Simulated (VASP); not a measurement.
Input of a VASP 6.6.1 run:

POSCAR

```
CsH
1.0
    3.8184085400      0.0000000000      0.0000000000
    0.0000000000      3.8184085400      0.0000000000
    0.0000000000      0.0000000000      3.8184085400
Cs H
1 1
Direct
    0.0000000000      0.0000000000      0.0000000000
    0.5000000000      0.5000000000      0.5000000000
```

INCAR.step1

```
PREC = Accurate
ENCUT = 600
EDIFF = 1E-5
ISMEAR = 0
SIGMA = 0.1
LREAL = F
LASPH = F
NELM = 60
ALGO = Normal
LWAVE = T
LCHARG = F
NBANDS = 29
GGA = PE
```

The input INCAR.step2:

```
PREC = Accurate
ENCUT = 600
EDIFF = 1E-6
ISMEAR = 0
SIGMA = 0.1
LREAL = F
LASPH = F
NELM = 60
ALGO = Normal
ISIF = 3
LWAVE = F
LCHARG = F
GGA = B3
LHFCALC = T
AEXX = 0.2
AGGAX = 0.72
AGGAC = 0.81
ALDAC = 0.19
PRECFOCK = Fast
IVDW = 12
IBRION = 2
NSW = 60
EDIFFG = -0.01
NBANDS = 29
ISTART = 1
```

KPOINTS

```
regular mesh
0
Gamma
  4 4 4
```

Potentials or basis: VASP PAW PBE potentials, release 64 (Cs_sv, H).

The run is started by

```sh
$ cat potpaw_PBE.64/Cs_sv/POTCAR potpaw_PBE.64/H/POTCAR > POTCAR
$ cp INCAR.step1 INCAR
$ mpirun -np 1 vasp_std > vasp.out
$ cp INCAR.step2 INCAR
$ mpirun -np 1 vasp_std > vasp.out
```

(1) Predict the space group after relaxing (to 0.05 Å).

(2) Predict the relaxed volume.

(3) What does it give for the dispersion energy per atom?

Answers

(1) Pm-3m (No. 221).

(2) 26.75 Å³/atom.

(3) -0.303 eV.

Caveat: the PAW data sets were made with another functional, which shifts forces and pressure a little.
